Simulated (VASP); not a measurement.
Wanted: the native input for a VASP 6.6.1 run.

| Property | Result |
| --- | --- |
| Task | relaxation of cell and atoms |
| Functional | PBE |
| Potentials or basis | VASP PAW PBE potentials, release 64 (Zr_sv, N) |
| Cutoff | 600 eV |
| k mesh | 14 × 14 × 14 |
| Occupations | methfessel-paxton, width 0.1 eV |
| Spin | no spin polarisation |
| Target pressure | 15 GPa |
| Further INCAR settings | ALGO = Normal; EDIFF = 1e-06; IBRION = 2; EDIFFG = -0.02; NSW = 60; ISIF = 3 |
| Target pressure | 15 GPa |

The structure of ZrN lies in POSCAR:

```
ZrN
1.0
    0.0000000000      2.3000000000      2.3000000000
    2.3000000000      0.0000000000      2.3000000000
    2.3000000000      2.3000000000      0.0000000000
Zr N
1 1
Direct
    0.5000000000      0.5000000000      0.5000000000
    0.0000000000      0.0000000000      0.0000000000
```

One way to write it, as run:

INCAR

```
  PREC = Accurate
  ENCUT = 600
  EDIFF = 1E-6
  ISMEAR = 1
  SIGMA = 0.1
  LREAL = False
  LASPH = True
  NELM = 80
  ALGO = Normal
  ISIF = 3
  LWAVE = False
  LCHARG = False
  GGA = PE
  IBRION = 2
  NSW = 60
  EDIFFG = -0.02
  PSTRESS = 150
  KPAR = 4
```

KPOINTS

```
regular mesh
0
Gamma
  14 14 14
```

Potentials or basis: VASP PAW PBE potentials, release 64 (Zr_sv, N).

Command:

```sh
$ cat potpaw_PBE.64/Zr_sv/POTCAR potpaw_PBE.64/N/POTCAR > POTCAR
$ mpirun -np 4 vasp_std > vasp.out
```

It gave:

| Property | Result |
| --- | --- |
| Relaxed volume | 11.50 Å³/atom |
| Relaxed cell | a = 3.192 Å, b = 3.192 Å, c = 3.192 Å, α = 60.00°, β = 60.00°, γ = 60.00° |
| Space group after relaxing (to 0.05 Å) | Fm-3m (No. 225) |
| Energy change on relaxing (the enthalpy is what falls) | +27.8 meV/atom |
| Ionic steps | 4 |
| Pressure after relaxing | 14.9 GPa |
| Band gap on the k mesh | none (metal or under the smearing width) |

Caveat: the cell is relaxed towards a set pressure, so the enthalpy falls and the energy may rise.

Wall time 79 s on 4 MPI ranks on Intel(R) Xeon(R) Platinum 8175M CPU @ 2.50GHz (Skylake/Cascade Lake) (shared host), peak memory 0.19 GiB a rank.
